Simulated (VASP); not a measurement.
# InAs (F-43m) in VASP: notebook

Runs on InAs. Level: PBE. Tasks: single point.

Everything below comes from runs of VASP 6.6.1. Logs are shortened: lines on timing, memory, paths and dates and some standing lists are left out, and cuts for length are marked.

**What was measured.**

From a printed reference work, data compilation, for a bulk crystal of InAs at 4.2 K: band gap 0.418 eV (direct).

How close the calculation comes is told below.

### Step 1. The structure

Symmetry: F-43m, No. 216, cubic system. Conventional cell: a = 6.036 Å, b = 6.036 Å, c = 6.036 Å, α = 90.00°, β = 90.00°, γ = 90.00°. In (site symmetry -43m) is surrounded by 4 As at 2.61 Å. As (site symmetry -43m) is surrounded by 4 In at 2.61 Å.

### Step 2. Single point, PBE

Contents of INCAR:

```
SYSTEM = InAs
ALGO = Normal ; EDIFF = 1E-7
ENCUT = 520 ; GGA = PE
ISIF = 2 ; ISMEAR = 0
LASPH = .True. ; LCHARG = .False.
LREAL = .False. ; LWAVE = .False.
NBANDS = 16 ; NELM = 60
PREC = Accurate ; SIGMA = 0.02
```

Contents of KPOINTS:

```
k-points
0
Gamma
  6 6 6
  0 0 0
```

Contents of POSCAR:

```
InAs
1.0
    0.0000000000      3.0180000000      3.0180000000
    3.0180000000      0.0000000000      3.0180000000
    3.0180000000      3.0180000000      0.0000000000
In As
1 1
Direct
    0.0000000000      0.0000000000      0.0000000000
    0.2500000000      0.2500000000      0.2500000000
```

Potentials or basis: VASP PAW PBE potentials, release 64 (In_d, As).

The run is started by

```bash
$ cat potpaw_PBE.64/In_d/POTCAR potpaw_PBE.64/As/POTCAR > POTCAR
$ mpirun -np 1 vasp_std > vasp.out
```

OUTCAR:

```text
SYSTEM = InAs
   EDIFF = 1E-7
   ENCUT = 520
   GGA = PE
   ISIF = 2
   ISMEAR = 0
   LASPH = .True.
   LREAL = .False.
   NELM = 60
   PREC = Accurate

 ion  position               nearest neighbor table
   1  0.000  0.000  0.000-   2 2.61   2 2.61   2 2.61   2 2.61
   2  0.250  0.250  0.250-   1 2.61   1 2.61   1 2.61   1 2.61

  LATTYP: Found a face centered cubic cell.
 ALAT       =     6.0360000000

  Lattice vectors:

 A1 = (   0.0000000000,   3.0180000000,   3.0180000000)
 A2 = (   3.0180000000,   0.0000000000,   3.0180000000)
 A3 = (   3.0180000000,   3.0180000000,   0.0000000000)

Analysis of symmetry for initial positions (statically):
=====================================================================
 Subroutine PRICEL returns:
 Original cell was already a primitive cell.

 Routine SETGRP: Setting up the symmetry group for a
 face centered cubic supercell.

 Subroutine GETGRP returns: Found 24 space group operations
 (whereof 24 operations were pure point group operations)
 out of a pool of 48 trial point group operations.

The static configuration has the point symmetry T_d .

Analysis of symmetry for dynamics (positions and initial velocities):
=====================================================================
 Subroutine PRICEL returns:
 Original cell was already a primitive cell.

 Routine SETGRP: Setting up the symmetry group for a
 face centered cubic supercell.

 Subroutine GETGRP returns: Found 24 space group operations
 (whereof 24 operations were pure point group operations)
 out of a pool of 48 trial point group operations.

The dynamic configuration has the point symmetry T_d .

 Subroutine INISYM returns: Found 24 space group operations
 (whereof 24 operations are pure point group operations),
 and found     1 'primitive' translations

----------------------------------------------------------------------------------------

                                     Primitive cell

  volume of cell :      54.9778

  direct lattice vectors                    reciprocal lattice vectors
     0.000000000  3.018000000  3.018000000    -0.165672631  0.165672631  0.165672631
     3.018000000  0.000000000  3.018000000     0.165672631 -0.165672631  0.165672631
     3.018000000  3.018000000  0.000000000     0.165672631  0.165672631 -0.165672631

  length of vectors
     4.268096531  4.268096531  4.268096531     0.286953414  0.286953414  0.286953414

  position of ions in fractional coordinates (direct lattice)
     0.000000000  0.000000000  0.000000000
     0.250000000  0.250000000  0.250000000

  ion indices of the primitive-cell ions
   primitive index   ion index
                 1           1
                 2           2

----------------------------------------------------------------------------------------

 KPOINTS: k-points

Automatic generation of k-mesh.
 Grid dimensions read from file:
 generate k-points for:    6    6    6

 Generating k-lattice:

  Cartesian coordinates                     Fractional coordinates (reciprocal lattice)
    -0.027612105  0.027612105  0.027612105     0.166666667  0.000000000  0.000000000
     0.027612105 -0.027612105  0.027612105     0.000000000  0.166666667  0.000000000
     0.027612105  0.027612105 -0.027612105     0.000000000  0.000000000  0.166666667

  Length of vectors
     0.047825569  0.047825569  0.047825569

  Shift w.r.t. Gamma in fractional coordinates (k-lattice)
     0.000000000  0.000000000  0.000000000

 Subroutine IBZKPT returns following result:
 ===========================================

 Found     16 irreducible k-points:

 Following reciprocal coordinates:
            Coordinates               Weight
  0.000000  0.000000  0.000000      1.000000
  0.166667  0.000000  0.000000      8.000000
  0.333333  0.000000  0.000000      8.000000
  0.500000  0.000000  0.000000      4.000000
  0.166667  0.166667  0.000000      6.000000
  0.333333  0.166667  0.000000     24.000000
[... 8 lines left out ...]
 -0.333333  0.333333  0.166667     24.000000
 -0.333333  0.500000  0.166667     12.000000
   k-points           NKPTS =     16   k-points in BZ     NKDIM =     16   number of bands    NBANDS=     16
   number of dos      NEDOS =    301   number of ions     NIONS =      2
   total plane-waves  NPLWV =  32768
   dimension x,y,z NGX =    32 NGY =   32 NGZ =   32
   dimension x,y,z NGXF=    64 NGYF=   64 NGZF=   64
   ions per type =               1   1
   NGX,Y,Z   is equivalent  to a cutoff of  12.46, 12.46, 12.46 a.u.
   NGXF,Y,Z  is equivalent  to a cutoff of  24.93, 24.93, 24.93 a.u.
 SYSTEM =  InAs
   PREC   = accura    normal or accurate (medium, high low for compatibility)
   ISTART =      0    job   : 0-new  1-cont  2-samecut
   ICHARG =      2    charge: 1-file 2-atom 10-const
   ISPIN  =      1    spin polarized calculation?
   LNONCOLLINEAR =      F non collinear calculations
   LSORBIT =      F    spin-orbit coupling
   LASPH  =      T    aspherical Exc in radial PAW
   ENCUT  =  520.0 eV  38.22 Ry    6.18 a.u.   7.94  7.94  7.94*2*pi/ulx,y,z
   NELM   =     60;   NELMIN=  2; NELMDL= -5     # of ELM steps
   EDIFF  = 0.1E-06   stopping-criterion for ELM
   LREAL  =      F    real-space projection
   EDIFFG = 0.1E-05   stopping-criterion for IOM
   NSW    =      0    number of steps for IOM
   IBRION =     -1    ionic relax: 0-MD 1-quasi-New 2-CG
   NFREE  =      0    steps in history (QN), initial steepest desc. (CG)
   ISIF   =      2    stress and relaxation
   ISYM   =      2    0-nonsym 1-usesym 2-fastsym
   POTIM  = 0.5000    time-step for ionic-motion
   TEBEG  =    0.0;   TEEND  =   0.0 temperature during run
   PSTRESS=    0.0 pullay stress
   NELECT =      18.0000    total number of electrons
   NUPDOWN=      -1.0000    fix difference up-down
   EMIN   =  10.00;   EMAX   =-10.00  energy-range for DOS
   EFERMI =   0.00;   METHOD = LEGACY
   ISMEAR =     0;   SIGMA  =   0.02  broadening in eV -4-tet -1-fermi 0-gaus
   EFERMI_NEDOS =   21; number of points for ismear=-14 and -15
   IALGO  =     38    algorithm
   IMIX   =      4    mixing-type and parameters
     AMIX     =   0.40;   BMIX     =  1.00
     AMIX_MAG =   1.60;   BMIX_MAG =  1.00
  volume/ion in A,a.u.               =      27.49       185.50
  Fermi-wavevector in a.u.,A,eV,Ry     =   1.128331  2.132236 17.321990  1.273130
  Thomas-Fermi vector in A             =   2.265020
   LORBIT       =      0    0 simple, 1 ext, 2 COOP (PROOUT), +10 PAW based schemes
   GGA     = PE    functional components
   LHFCALC =     F    Hartree Fock is set to
   AEXX    =    0.0000 exact exchange contribution
   IVDW    =     0    specifies the selected vdW correction
   LEPSILON=     F    determine dielectric tensor
   LRPA    =     F    only Hartree local field effects (RPA)
 non-spin polarized calculation
 Gauss-broadening in eV      SIGMA  =   0.02
  energy-cutoff  :      520.00
  volume of cell :       54.98
 maximum number of plane-waves:      1492
   NGX = 15   NGY = 15   NGZ = 15

 number of electron      17.9999991 magnetization

 Free energy of the ion-electron system (eV)
  ---------------------------------------------------
  ext. energy  EPLUGINS =         0.00000000
  ---------------------------------------------------
  free energy    TOTEN  =        -7.64570135 eV

  energy without entropy =       -7.64555852  energy(sigma->0) =       -7.64562994

 E-fermi :   4.5761     XC(G=0):  -9.1138

 val. band max:        4.5699711051   @ k =   0.0000   0.0000   0.0000
 cond. band min:       5.5358151032   @ k =   0.5000   0.0000   0.0000
 fundamental gap:      0.9658439980
 Fermi energy:         4.5760623801

 k-point     1 :       0.0000    0.0000    0.0000
  band No.  band energies     occupation
      1      -9.8397      2.00000
      2      -9.8397      2.00000
      3      -9.8397      2.00000
      4      -9.7118      2.00000
      5      -9.7118      2.00000
      6      -7.3268      2.00000
[... 8 lines left out ...]
     15      14.2612      0.00000
     16      14.2612      0.00000

 k-point     2 :       0.1667    0.0000    0.0000
  band No.  band energies     occupation
      1      -9.8741      2.00000
      2      -9.8297      2.00000
      3      -9.8297      2.00000
      4      -9.7118      2.00000
      5      -9.7118      2.00000
      6      -7.0415      2.00000
[... 8 lines left out ...]
     15      13.1712      0.00000
     16      13.1712      0.00000

 k-point     3 :       0.3333    0.0000    0.0000
  band No.  band energies     occupation
      1      -9.9364      2.00000
      2      -9.8134      2.00000
      3      -9.8134      2.00000
      4      -9.7079      2.00000
      5      -9.7079      2.00000
      6      -6.3314      2.00000
[... 8 lines left out ...]
     15      13.6560      0.00000
     16      13.6560      0.00000

 k-point     4 :       0.5000    0.0000    0.0000
  band No.  band energies     occupation
      1      -9.9652      2.00000
      2      -9.8075      2.00000
      3      -9.8075      2.00000
      4      -9.7035      2.00000
      5      -9.7035      2.00000
      6      -5.8390      2.00000
[... 8 lines left out ...]
     15      15.3396      0.00000
     16      15.3396      0.00000
[... 172 lines left out ...]
 k-point    14 :       0.5000    0.3333    0.1667
  band No.  band energies     occupation
      1      -9.9785      2.00000
      2      -9.7946      2.00000
      3      -9.7820      2.00000
      4      -9.7272      2.00000
      5      -9.7002      2.00000
      6      -5.7929      2.00000
[... 8 lines left out ...]
     15      15.2176      0.00000
     16      16.5791      0.00000

 k-point    15 :      -0.3333    0.3333    0.1667
  band No.  band energies     occupation
      1      -9.9910      2.00000
      2      -9.7940      2.00000
      3      -9.7736      2.00000
      4      -9.7230      2.00000
      5      -9.7041      2.00000
      6      -5.4140      2.00000
[... 8 lines left out ...]
     15      15.4435      0.00000
     16      16.3732      0.00000

 k-point    16 :      -0.3333    0.5000    0.1667
  band No.  band energies     occupation
      1     -10.0076      2.00000
      2      -9.7803      2.00000
      3      -9.7630      2.00000
      4      -9.7341      2.00000
      5      -9.6981      2.00000
      6      -5.2511      2.00000
[... 8 lines left out ...]
     15      16.2370      0.00000
     16      16.4481      0.00000

------------------------ aborting loop because EDIFF is reached ----------------------------------------

  FORCE on cell =-STRESS in cart. coord.  units (eV):
  Direction    XX          YY          ZZ          XY          YZ          ZX
  --------------------------------------------------------------------------------------
  -------------------------------------------------------------------------------------
  Total        1.5218230      1.5218230      1.5218230      0.0000000      0.0000000     -0.0000000
  in kB       44.3493249     44.3493249     44.3493249      0.0000000      0.0000000     -0.0000000
  external PRESSURE =      44.3493249 kB  Pullay stress =       0.0000000 kB

 VOLUME and BASIS-vectors are now :
 -----------------------------------------------------------------------------
  energy-cutoff  :      520.00
  volume of cell :       54.98
      direct lattice vectors                 reciprocal lattice vectors
     0.000000000  3.018000000  3.018000000    -0.165672631  0.165672631  0.165672631
     3.018000000  0.000000000  3.018000000     0.165672631 -0.165672631  0.165672631
     3.018000000  3.018000000  0.000000000     0.165672631  0.165672631 -0.165672631

 POSITION                                       TOTAL-FORCE (eV/Angst)
 -----------------------------------------------------------------------------------
      0.00000      0.00000      0.00000        -0.000000     -0.000000     -0.000000
      1.50900      1.50900      1.50900         0.000000      0.000000      0.000000
 -----------------------------------------------------------------------------------
    total drift:                               -0.000000     -0.000000     -0.000000

  FREE ENERGIE OF THE ION-ELECTRON SYSTEM (eV)
  ---------------------------------------------------
  free  energy   TOTEN  =        -7.6457013547 eV

  energy  without entropy=       -7.6455585192  energy(sigma->0) =       -7.64562994
```

Wall time 11 s (1 thread of Intel Xeon Platinum 8259CL at 2.50GHz (Skylake/Cascade Lake), shared host); peak memory 0.18 GiB.

Results:

```
Free energy            : -7.6457 eV
Pressure               : 4.4 GPa
Band gap on the k mesh : none (metal or under the smearing width)
```

Caveat: this crystal is a semiconductor, whose small gap the functional closes, so the metal is an error of the method.

### Step 3. Single point, PBE

INCAR: that of step 2 with these lines changed.

```diff
@@ -2,3 +2,3 @@
 ALGO = Normal ; EDIFF = 1E-7
-ENCUT = 520 ; GGA = PE
+ENCUT = 600 ; GGA = PE
 ISIF = 2 ; ISMEAR = 0
```

KPOINTS is that of step 2.

POSCAR is that of step 2.

Potentials or basis: VASP PAW PBE potentials, release 64 (In_d, As).

The run is started by

```bash
$ cat potpaw_PBE.64/In_d/POTCAR potpaw_PBE.64/As/POTCAR > POTCAR
$ mpirun -np 1 vasp_std > vasp.out
```

Run time: 18 s. Hardware: 1 thread of Intel Xeon Platinum 8259CL at 2.50GHz (Skylake/Cascade Lake), shared host; peak memory 0.21 GiB.

It converged, with:

```yaml
Free_energy: -7.6457 eV
Pressure: 4.5 GPa
Band_gap_on_the_k_mesh: none (metal or under the smearing width)
```

Levels at points of the mesh, in eV from the Fermi level:
| k point | band 7 | band 8 | band 9 | band 10 | band 11 | band 12 |
| --- | --- | --- | --- | --- | --- | --- |
| (0.00, 0.00, 0.00) | -0.18 | -0.01 | -0.01 | -0.01 | 3.90 | 3.90 |
| (0.50, 0.00, 0.00) | -5.80 | -1.00 | -1.00 | 0.96 | 4.67 | 4.67 |
| (0.50, 0.50, 0.00) | -5.87 | -2.35 | -2.35 | 1.53 | 2.05 | 9.21 |

Caveat: this crystal is a semiconductor, whose small gap the functional closes, so the metal is an error of the method.

### Step 4. Single point, PBE

INCAR: that of step 3 with these lines changed.

```diff
@@ -2,3 +2,3 @@
 ALGO = Normal ; EDIFF = 1E-7
-ENCUT = 600 ; GGA = PE
+ENCUT = 700 ; GGA = PE
 ISIF = 2 ; ISMEAR = 0
```

KPOINTS is that of step 3.

POSCAR is that of step 3.

The run is started by

```bash
$ cat potpaw_PBE.64/In_d/POTCAR potpaw_PBE.64/As/POTCAR > POTCAR
$ mpirun -np 1 vasp_std > vasp.out
```

It took 26 s on 1 thread of Intel Xeon Platinum 8259CL at 2.50GHz (Skylake/Cascade Lake), shared host; peak memory 0.24 GiB.

The run converged. Its results:

- Free energy: -7.6458 eV
- Pressure: 4.5 GPa
- Band gap on the k mesh: none (metal or under the smearing width)

Levels at points of the mesh, in eV from the Fermi level:
| k point | band 6 | band 7 | band 8 | band 9 | band 10 | band 11 | band 12 | band 13 |
| --- | --- | --- | --- | --- | --- | --- | --- | --- |
| (0.00, 0.00, 0.00) | -11.90 | -0.18 | -0.01 | -0.01 | -0.01 | 3.90 | 3.90 | 3.90 |
| (0.50, 0.00, 0.00) | -10.42 | -5.80 | -1.00 | -1.00 | 0.96 | 4.67 | 4.67 | 6.85 |
| (0.50, 0.50, 0.00) | -9.87 | -5.87 | -2.35 | -2.35 | 1.53 | 2.05 | 9.21 | 9.30 |

Caveat: this crystal is a semiconductor, whose small gap the functional closes, so the metal is an error of the method.

### Step 5. The runs side by side

```tsv
cutoff (eV)	gap on the mesh (eV)	pressure (GPa)
520	none	4.4
600	none	4.5
700	none	4.5
```

Alike in all rows: task single point; level PBE; potentials or basis VASP PAW PBE potentials, release 64 (In_d, As); no spin polarisation; cell as given; k mesh 6 × 6 × 6; smearing gaussian 0.02 eV.

Every run on the cell as given and a fine mesh finds a metal.

Caveats: this crystal is a semiconductor, whose small gap the functional closes, so the metal is an error of the method.

Total energies depend on the potentials used, so only differences within one code and one set of settings carry meaning.

### Step 6. Comparison with measurements

Step 2. Measured gap of InAs: 0.418 eV (direct; 4.2 K; a printed reference work, data compilation). This calculation gives 0.00 eV (-0.42 eV). Spin-orbit coupling on As, In is left out. The value is that of PBE on a finite k mesh, which can miss the band edges, without temperature or zero-point motion. Semilocal functionals fall short of measured gaps as a rule.

Step 3. A measured gap of InAs is 0.418 eV (direct; 4.2 K; a printed reference work, data compilation); the calculated 0.00 eV misses it by -0.42 eV. Spin-orbit coupling on As, In is left out. The value is that of PBE on a finite k mesh, which can miss the band edges, without temperature or zero-point motion. Semilocal functionals fall short of measured gaps as a rule.

Step 4. A measured gap of InAs is 0.418 eV (direct; 4.2 K; a printed reference work, data compilation); the calculated 0.00 eV misses it by -0.42 eV. Spin-orbit coupling on As, In is left out. The value is that of PBE on a finite k mesh, which can miss the band edges, without temperature or zero-point motion. Semilocal functionals fall short of measured gaps as a rule.
